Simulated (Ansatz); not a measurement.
Theory: DFT PBE, scalar-relativistic, plane waves, PAW (Ansatz 0.2.0). All cells share a 420 eV cutoff and Γ-centred k meshes spaced at most about 0.3 Å⁻¹ (about 0.25 or finer for metals, 2π included). No spin polarisation.

Each guess is relaxed in cell and atoms at zero pressure, on a coarse mesh first where it starts far from rest and then on a converged one. The steps can't lower the symmetry of the start, but it can rise. Energies are static (0 K, no zero-point motion).

Two unrelaxed guesses for BaHf₃O₂:

A.

```cif
data_structure
_symmetry_space_group_name_H-M 'P6/mmm'
_symmetry_Int_Tables_number 191
_cell_length_a 6.1411
_cell_length_b 6.1411
_cell_length_c 3.3944
_cell_angle_alpha 90.000
_cell_angle_beta 90.000
_cell_angle_gamma 120.000
_cell_volume 110.86
loop_
_atom_site_label
_atom_site_type_symbol
_atom_site_symmetry_multiplicity
_atom_site_Wyckoff_symbol
_atom_site_fract_x
_atom_site_fract_y
_atom_site_fract_z
_atom_site_occupancy
Ba1 Ba 1 a 0.00000 0.00000 0.00000 1
Hf1 Hf 3 g 0.50000 0.00000 0.50000 1
O1 O 2 c 0.33333 0.66667 0.00000 1
```

B.

```cif
data_structure
_symmetry_space_group_name_H-M 'P4/mmm'
_symmetry_Int_Tables_number 123
_cell_length_a 3.3968
_cell_length_b 3.3968
_cell_length_c 11.3549
_cell_angle_alpha 90.000
_cell_angle_beta 90.000
_cell_angle_gamma 90.000
_cell_volume 131.02
loop_
_atom_site_label
_atom_site_type_symbol
_atom_site_symmetry_multiplicity
_atom_site_Wyckoff_symbol
_atom_site_fract_x
_atom_site_fract_y
_atom_site_fract_z
_atom_site_occupancy
Ba1 Ba 1 d 0.50000 0.50000 0.50000 1
Hf1 Hf 1 a 0.00000 0.00000 0.00000 1
Hf2 Hf 2 g 0.00000 0.00000 0.71455 1
O1 O 2 h 0.50000 0.50000 0.84736 1
```

Question: Which guess leads to the lower structure, and by how much?

Answer: B ends lower, by 243 meV/atom. A: P6/mmm at 18.5 Å³/atom → P6/mmm at 17.9 Å³/atom; B: P4/mmm at 21.8 Å³/atom → P4/mmm at 19.5 Å³/atom. Counting O atoms around Ba and Hf (those within 1.25 times the shortest such distance or 1.15 times the sum of covalent radii; the shortest distance is added where it is long for a bond; a slash parts the counts of unlike sites), the end of A has Ba 6 from 3.8 Å, Hf 4 and the end of B has Ba 2, Hf 4/8 from 4.0 Å. End of A. Conventional cell: a = 6.519 Å, c = 2.918 Å. Ba is surrounded by 2 Ba at 2.92 Å and 12 Hf at 3.57 Å; Hf has 4 O at 2.38 Å, 2 Hf at 2.92 Å, 4 Hf at 3.26 Å and 4 Ba at 3.57 Å; O is surrounded by 6 Hf at 2.38 Å and 2 O at 2.92 Å. End of B. Conventional cell: a = 3.079 Å, c = 12.318 Å. Around Ba lie 2 O at 2.85 Å, 4 Ba at 3.08 Å, 8 Hf at 3.87 Å, 8 O at 4.19 Å and 4 Ba at 4.35 Å; Hf on a site of symmetry 4/mmm is surrounded by 6 Hf at 2.96–3.08 Å; O has 4 Hf at 2.20 Å and 1 Ba at 2.85 Å; 1 more site not described.

Ends held by symmetry can be saddle points. Neither end is the lowest form computed: that has space group P4/mmm (No. 123) and lies 0.37 eV/atom below the better end. Spin–orbit coupling, which can matter for Hf, is left out. Some candidate types were left out of the draw beforehand, so a known form may be missing.
